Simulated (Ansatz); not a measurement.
**Se: energies, forces and stress near the listed structure**

Aim: see how energy, forces, stress and gap of Se answer to further strains and shifts, distortions that keep the symmetry. Nothing is relaxed unless a step says so.

Method: DFT PBEsol, scalar-relativistic, plane waves, PAW, in Ansatz 0.2.0.

**1. The system as given**

Symmetry: Fd-3m, No. 227, cubic system. The conventional cell has a = 6.251 Å, b = 6.251 Å, c = 6.251 Å, α = 90.00°, β = 90.00°, γ = 90.00°. Se (site symmetry -43m) has 4 Se at 2.71 Å as nearest neighbours.

As a file:

```
Se
1.0
     0.00000    3.12557    3.12557
     3.12557    0.00000    3.12557
     3.12557    3.12557    0.00000
Se
2
Cartesian
  3.1256 3.1256 3.1256
  4.6883 4.6883 4.6883
```

The structure comes from the Materials Project (structure only).

**2. A change within the space group**

The change: strain xx, yy, zz, yz, xz, xy = -2.9, -2.9, -2.9, +0.0, +0.0, +0.0 %.

Input file input.yaml:

```yaml
crystal:
  lattice:
    - [0.0, 3.0335186345, 3.0335186345]
    - [3.0335186345, 0.0, 3.0335186345]
    - [3.0335186345, 3.0335186345, 0.0]
  atoms:
    - { symbol: Se, position: [0.5, 0.5, 0.5] }
    - { symbol: Se, position: [0.75, 0.75, 0.75] }
basis:
  ecutwfc: 420
kpoints:
  mp_grid: { grid: [12, 12, 12] }
hamiltonian:
  xc: pbesol
scf:
  occupations: { method: gaussian, width: 0.1 }
output:
  forces: true
  stress: true
  eigenvalues: true
```

**3. A distortion of lower symmetry**

Input file input.yaml:

```yaml
crystal:
  lattice:
    - [0.0906101749, 2.9593801955, 2.9007445666]
    - [3.1852023802, -0.1938476387, 3.1852023802]
    - [2.9007445666, 2.9593801955, 0.0906101749]
  atoms:
    - { symbol: Se, position: [0.4927964027, 0.4748338774, 0.4927964027] }
    - { symbol: Se, position: [0.7572035973, 0.7751661226, 0.7572035973] }
basis:
  ecutwfc: 420
kpoints:
  mp_grid: { grid: [12, 10, 12] }
hamiltonian:
  xc: pbesol
scf:
  occupations: { method: gaussian, width: 0.1 }
output:
  forces: true
  stress: true
  eigenvalues: true
  populations: true
```

**4. A change within the space group**

Input file input.yaml:

```yaml
crystal:
  lattice:
    - [0.0, 3.1780448327, 3.1780448327]
    - [3.1780448327, 0.0, 3.1780448327]
    - [3.1780448327, 3.1780448327, 0.0]
  atoms:
    - { symbol: Se, position: [0.5, 0.5, 0.5] }
    - { symbol: Se, position: [0.75, 0.75, 0.75] }
basis:
  ecutwfc: 420
kpoints:
  mp_grid: { grid: [12, 12, 12] }
hamiltonian:
  xc: pbesol
scf:
  occupations: { method: gaussian, width: 0.1 }
output:
  forces: true
  stress: true
  eigenvalues: true
```

**5. A distortion that keeps the symmetry**

Edit input.yaml of step 4 so:

```diff
@@ -2,5 +2,5 @@
   lattice:
-    - [0.0, 3.1780448327, 3.1780448327]
-    - [3.1780448327, 0.0, 3.1780448327]
-    - [3.1780448327, 3.1780448327, 0.0]
+    - [0.0, 3.0142964001, 3.0142964001]
+    - [3.0142964001, 0.0, 3.0142964001]
+    - [3.0142964001, 3.0142964001, 0.0]
   atoms:
```

What does the calculation give? Wanted: for each run, case; energy; pressure; largest force.

The runs gave:

```
step                                  case  energy (meV/atom)  pressure (GPa)  largest force (eV/Å)  gap on the mesh (eV)
   2       a change within the space group               +0.0             3.9                  0.00                  0.00
   3        a distortion of lower symmetry             -62.6*             4.8                  0.52                  0.00
   4       a change within the space group               -9.4            -2.5                  0.00                  0.00
   5  a distortion that keeps the symmetry              +14.9             5.1                  0.00                  0.00
```

Energies are counted from step 2, with the smearing taken to zero; a star marks another k mesh, which can shift energies by itself, so starred rows don't rank against the others. A gap of 0.00 means none on the mesh at this level.

**Reading.** Among the distorted cells of the listed formula and level the largest force, 0.52 eV/Å, comes in step 3, shared by 2 atoms. The distorted cells of the listed formula and level show no gap on the mesh. Spin polarisation is off in the runs that give these values; a magnetic solution could lie lower.
